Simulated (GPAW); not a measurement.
Write an ASE script for GPAW 26.7.0 that does the following.

```yaml
Task: single point
Functional: PBE
Potentials_or_basis: GPAW PAW data sets (gpaw-data 1.2.1)
Cutoff: 500 eV
Basis: pw
k_mesh: 7 × 7 × 2
Occupations: fermi-dirac, width 0.05 eV
Spin: no spin polarisation
Maxiter: 80
```

The system is Te2Mo.

```xyz
6
Lattice="3.5182 0.0000 0.0000 -1.7591 3.0469 0.0000 0.0000 0.0000 13.9736" Properties=species:S:1:pos:R:3 pbc="T T T"
Te    1.7591    1.0156    5.2960
Te    0.0000    2.0312   12.2828
Te    0.0000    2.0312    8.6776
Te    1.7591    1.0156    1.6908
Mo    1.7591    1.0156   10.4802
Mo    0.0000    2.0312    3.4934
```

One way to write it, as run:

run.py

```python
from ase.dft.bandgap import bandgap
from ase.io import write
from ase.spacegroup import crystal
from ase.units import GPa
from gpaw import GPAW, PW

# Te 4f
# Mo 2c
atoms = crystal(['Te', 'Mo'],
                basis=[[0.6666666667, 0.3333333333, 0.379],
                       [0.6666666667, 0.3333333333, 0.75]],
                spacegroup=194, setting=1,  # P6_3/mmc
                cellpar=[3.5182, 3.5182, 13.9736, 90.0, 90.0, 120.0],
                primitive_cell=True)

calc = GPAW(mode=PW(500),
            xc='PBE',
            kpts={'size': (7, 7, 2), 'gamma': True},
            occupations={'name': 'fermi-dirac', 'width': 0.05},
            nbands=46,
            convergence={'density': 1e-05, 'energy': 1e-05},
            maxiter=80,
            txt='gpaw.txt')
atoms.calc = calc
energy = atoms.get_potential_energy()
forces = atoms.get_forces()
stress = atoms.get_stress()
calc.write('gs.gpw')
write('result.traj', atoms)
print(f'Energy: {energy:.6f} eV')
print('Forces (eV/A):')
print(forces.round(4))
print('Stress (GPa):', (stress / GPa).round(3))
print('Fermi level:', round(calc.get_fermi_level(), 4), 'eV')
print(f'Gap: {bandgap(calc)[0]:.4f} eV, direct: {bandgap(calc, direct=True)[0]:.4f} eV')
```

Potentials or basis: GPAW PAW data sets (gpaw-data 1.2.1), pw.

The run is started by

```sh
$ OMP_NUM_THREADS=1 python run.py
```

It gave:

```yaml
Pressure: 2.2 GPa
Largest_force: 0.104 eV/Å
Band_gap_on_the_k_mesh: 0.83 eV, indirect (least direct gap 1.24 eV)
```

Caveat: the cutoff is short for stress and forces, so pressures can be off by a GPa or more; spin-orbit coupling is left out, which moves the levels of the heavy elements; an odd mesh through Γ misses points on the zone boundary, where band edges often lie; this functional lacks dispersion, which binds the layers, so the pressure and a relaxed spacing across them are unreliable.

Wall time 59 s on 1 thread of Arm Neoverse V1, on a shared host, peak memory 0.24 GiB.
